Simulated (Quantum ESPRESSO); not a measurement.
Ti under changes of volume

One of the cells (17.676 Å³/atom); the others are scaled copies at fixed shape and fractional positions:

```
CELL_PARAMETERS angstrom
-1.64100 1.64100 1.64100
1.64100 -1.64100 1.64100
1.64100 1.64100 -1.64100
ATOMIC_POSITIONS crystal
Ti 0.00000 0.00000 0.00000
```

This isn't the form of Ti at room conditions, which is hcp.

| Item | Value |
| --- | --- |
| Program | Quantum ESPRESSO 7.5 |
| Functional | LDA |
| Potentials or basis | PseudoDojo 0.4.1 SR LDA standard |
| Cutoff | 1143 eV |
| Density cutoff | 4572 eV |
| k mesh | 11 × 11 × 11 |
| Occupations | fermi-dirac, width 0.05 eV |
| Spin | no spin polarisation |

```tsv
volume (Å³/atom)	energy over the lowest point (meV/atom)	pressure (GPa)
16.616	0.00	-5.2
16.969	?	?
17.323	32.83	-9.1
17.676	55.39	-10.8
18.030	81.50	-12.4
18.383	110.80	-13.8
18.737	142.98	-15.0
```

Question: What does the run at 16.969 Å³/atom give?

Answer: Energy over the lowest point 14.23 meV/atom; pressure -7.3 GPa.

Worked out: A Birch-Murnaghan fit of order 3 (a polynomial in V^(-2/3)) to the other rows has no minimum within the range. It gives 14.19 meV/atom at 16.969 Å³/atom, against the run's 14.23, and -dE/dV = -7.5 GPa, against -7.3.

Energies are extrapolated to zero smearing.
